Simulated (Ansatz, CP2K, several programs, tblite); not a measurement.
Energy against volume for Mg2Sn in the antifluorite structure, at fixed shape and fractional coordinates, computed by several methods (PBE and r2SCAN, where shown, with plane waves in Ansatz); the cell shown is that of r2SCAN. Space group Fm-3m (No. 225), cubic; conventional cell a = 6.760 Å, 25.74 Å³ an atom. Sn has 8 Mg at 2.93 Å; Mg has 4 Sn at 2.93 Å. Spin-unpolarised throughout; all numbers are computed. Energies count from each curve's lowest point; fits are third-order Birch-Murnaghan.

```
Sn Mg
1.0
     0.00000    3.37994    3.37994
     3.37994    0.00000    3.37994
     3.37994    3.37994    0.00000
Sn Mg
1 2
Direct
  0.00000 0.00000 0.00000
  0.25000 0.25000 0.25000
  0.75000 0.75000 0.75000
```

r2SCAN, on the shape of its own relaxed cell:
```
V (Å³/atom)  E (meV/atom)
     24.197         14.81
     24.969          3.50
     25.742          0.00
     26.514          3.21
     27.286         12.15
```
V₀ = 25.74 Å³ an atom and B₀ = 46 GPa.

light PBE (260 eV and a coarse mesh), on the shape of the cell shown:
```tsv
V (Å³/atom)	E (meV/atom)
23.682	162.83
24.712	71.91
25.742	17.58
26.771	0.00
27.801	1.29
28.830	2.82
```
The points scatter about the fit by more than 0.3 meV an atom, since at so low a cutoff the number of plane waves jumps with the volume, so no fit is quoted.

PBE, on the shape of its own relaxed cell:
```csv
V (Å³/atom),E (meV/atom)
24.790,13.65
25.581,3.25
26.372,0.00
27.163,2.88
27.954,11.00
```
V₀ = 26.37 Å³ an atom and B₀ = 41 GPa.

GFN1-xTB (tblite), on the shape of the cell shown, as a cluster of 96 atoms at the zone centre:

| V (Å³/atom) | E (meV/atom) |
| --- | --- |
| 22.653 | 80.08 |
| 24.197 | 21.29 |
| 25.742 | 0.00 |
| 27.286 | 6.05 |
| 28.830 | 29.05 |

V₀ = 26.12 Å³ an atom and B₀ = 41 GPa.

PBE/DZVP (CP2K), on the shape of the cell shown:
```
V (Å³/atom)  E (meV/atom)
     22.653        120.39
     24.197         42.15
     25.742         12.14
     27.286          0.00
     28.830          8.13
```
The points scatter about the fit by more than 0.3 meV an atom, so no fit is quoted.
